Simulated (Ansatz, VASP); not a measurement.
## One calculation of Ca, two programs

File INCAR:

```
PREC = Accurate ; ENCUT = 520
EDIFF = 1E-7 ; ISMEAR = -1
SIGMA = 0.05 ; LREAL = False
LASPH = True ; NELM = 60
ALGO = Normal ; ISIF = 2
LWAVE = False ; LCHARG = False
GGA = PE ; NBANDS = 17
```

The input KPOINTS:

```
regular mesh
0
Gamma
  8 8 4
```

The input POSCAR:

```
Ca
1.0
    1.9446338643     -3.3495995521      0.0000000000
    1.9446338643      3.3495995521      0.0000000000
    0.0000000000      0.0000000000      6.4211399865
Ca
2
Direct
    0.1644134000      0.8355866000      0.7500000000
    0.8355866000      0.1644134000      0.2500000000
```

The input input.yaml:

```yaml
crystal:
  lattice:
    - [1.9446338643, -3.3495995521, 0.0]
    - [1.9446338643, 3.3495995521, 0.0]
    - [0.0, 0.0, 6.4211399865]
  atoms:
    - { symbol: Ca, position: [0.1644134, 0.8355866, 0.75] }
    - { symbol: Ca, position: [0.8355866, 0.1644134, 0.25] }
hamiltonian:
  xc: pbe
  pseudopotentials: { kind: paw }
kpoints:
  mp_grid: { grid: [8, 8, 4] }
scf:
  occupations: { method: fermi_dirac, width: 0.05 }
output:
  forces: true
  stress: true
  eigenvalues: true
```

Change from the starting cell: volume scaled by 0.96.

Alike in both runs: task single point; functional PBE; k mesh 8 × 8 × 4; occupations fermi-dirac, width 0.05 eV; no spin polarisation.

```csv
,VASP,Ansatz
version,VASP 6.6.1,Ansatz 0.2.0
potentials or method,"VASP PAW PBE potentials, release 64 (Ca_sv)",Ansatz PAW
plane-wave cutoff (eV),520,420
valence electrons in the cell,20,20
```

VASP gave:

- gap on the k mesh at the Fermi level (eV): none
- pressure (GPa): 0.3
- largest component of the traceless stress (GPa): 0.14
- rms of the force components (eV/Å): 0.010

Estimate Ansatz's values.

gap on the k mesh at the Fermi level (eV): none; pressure (GPa): 0.2; largest component of the traceless stress (GPa): 0.14; rms of the force components (eV/Å): 0.010.

Atom by atom the forces differ by 0.000 eV/Å (rms over components). A gap of «none» marks a metal or a gap that the smearing closes. With one functional, cell and mesh, what is left measures potentials, basis and numerics.
